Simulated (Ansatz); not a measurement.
# K (fcc type): the cost of one run

Method: DFT, PBE, all-electron LAPW, scalar-relativistic, in Ansatz 0.2.0.

This is K in the fcc structure; at room conditions it is bcc.

## Step 1: The structure to begin with

Symmetry: Fm-3m, No. 225, cubic system. The conventional cell has a = 5.911 Å, b = 5.911 Å, c = 5.911 Å, α = 90.00°, β = 90.00°, γ = 90.00°. K (site symmetry m-3m) has 12 K at 4.18 Å as nearest neighbours.

As a file:

```cif
data_structure
_symmetry_space_group_name_H-M 'P 1'
_symmetry_Int_Tables_number 1
_cell_length_a 4.1794
_cell_length_b 4.1794
_cell_length_c 4.1794
_cell_angle_alpha 60.000
_cell_angle_beta 60.000
_cell_angle_gamma 60.000
_cell_volume 51.62
loop_
_atom_site_label
_atom_site_type_symbol
_atom_site_fract_x
_atom_site_fract_y
_atom_site_fract_z
_atom_site_occupancy
K1 K 0.00000 0.00000 0.00000 1
```

## Step 2: Fcc relaxed under pressure, LAPW

File input.yaml:

```yaml
crystal:
  lattice:
    - [0.0, 2.9552506318, 2.9552506318]
    - [2.9552506318, 0.0, 2.9552506318]
    - [2.9552506318, 2.9552506318, 0.0]
  atoms:
    - { symbol: K, position: [0.0, 0.0, 0.0] }
kpoints:
  mp_grid: { grid: [11, 11, 11] }
scf:
  occupations: { method: fermi_dirac, width: 0.05 }
hamiltonian:
  xc: pbe
  pseudopotentials: { kind: all_electron, lapw: { basis_error: 0.0005 } }
output:
  forces: true
  stress: true
  eigenvalues: true
relax:
  f_tol: 0.005
  max_steps: 12
  cell: { p_target: 2.5, stress_tol: 0.03 }
```

Started as:

```
$ ansatz run input.yaml --threads 2 --pin off --max-ram 5120MiB --backend cpu --events-out ev --progress --plain --runs-dir out
```

What time and memory should one allow on 2 threads of Arm Neoverse V2, shared host?

About 1.6 s, with a peak of 0.22 GiB.
